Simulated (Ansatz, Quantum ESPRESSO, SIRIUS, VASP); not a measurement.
**Equation of state of B under PBE**

Symmetry: Pm-3m, No. 221, cubic system. The conventional cell has a = 1.885 Å, b = 1.885 Å, c = 1.885 Å, α = 90.00°, β = 90.00°, γ = 90.00°. B (site symmetry m-3m) is surrounded by 6 B at 1.89 Å.

This isn't the form of B at room conditions, which is rhombohedral.

The cell was scaled at fixed shape and fractions and run with SIRIUS, all-electron FP-LAPW, apw+lo standard; PBE, k mesh 14 × 14 × 14 on the cell of 1 atom, fermi-dirac occupations of 0.05 eV, no spin polarisation, no spin-orbit coupling. Energies are those that the program minimises, any entropy of the smearing included. For a metal such a mesh isn't converged to the digits shown.

```csv
V (Å³/atom),energy over the lowest row (meV/atom)
6.2984,20.428
6.4324,?
6.5664,2.247
6.7004,0.000
6.8344,1.764
6.9684,6.734
7.1024,15.285
```

Q: Fit the third-order Birch-Murnaghan form, give V0, B0 and B′, and predict the energy left open.

A: With y = (V0/V)^(2/3), E = E0 + (9 V0 B0/16) [(y - 1)³ B′ + (y - 1)² (6 - 4y)]. Least squares through the rows shown give V0 = 6.7087 Å³/atom, E0 = -0.007 meV, B0 = 233.7 GPa (1 eV/Å³ = 160.218 GPa) and B′ = 4.23, with a largest miss of 0.121 meV, so B0 and B′ are loose. At V = 6.4324 the form with these constants gives 8.923 meV; the run gave 8.977 meV an atom. Other set-ups at this level, from all their volumes (Å³/atom, GPa): Ansatz, Ansatz PAW (earlier soft set): V0 6.709, B0 233.3; Quantum ESPRESSO, SSSP 1.3 efficiency PBE: V0 6.703, B0 233.1; VASP, PBE PAW files B, 520 eV: V0 6.715, B0 233.3.

The energy curve describes a stiff, compact boron lattice, and compression costs more than an equal expansion at every pair of volumes about the lowest row. Boron's valence 2s and 2p orbitals lie close to a small 1s core, with no inner p shell to keep neighbours apart, so short, strongly overlapping bonds can form. Squeezing them raises the kinetic energy and Pauli repulsion steeply, while stretching weakens the bonding more gradually. With only three valence electrons per atom, the bonding in this simple cubic lattice is best seen as delocalised and electron-deficient, not as a set of two-electron bonds.

The fit recovers the omitted energy to within its own largest miss, which supports interpolation over this range but not extrapolation to strong compression. The close agreement in volume and bulk modulus among the set-ups suggests that the treatment of the core matters little here, though it doesn't test the shared functional. Uniform scaling says nothing about resistance to shear or to atomic displacements that would break the cubic symmetry.
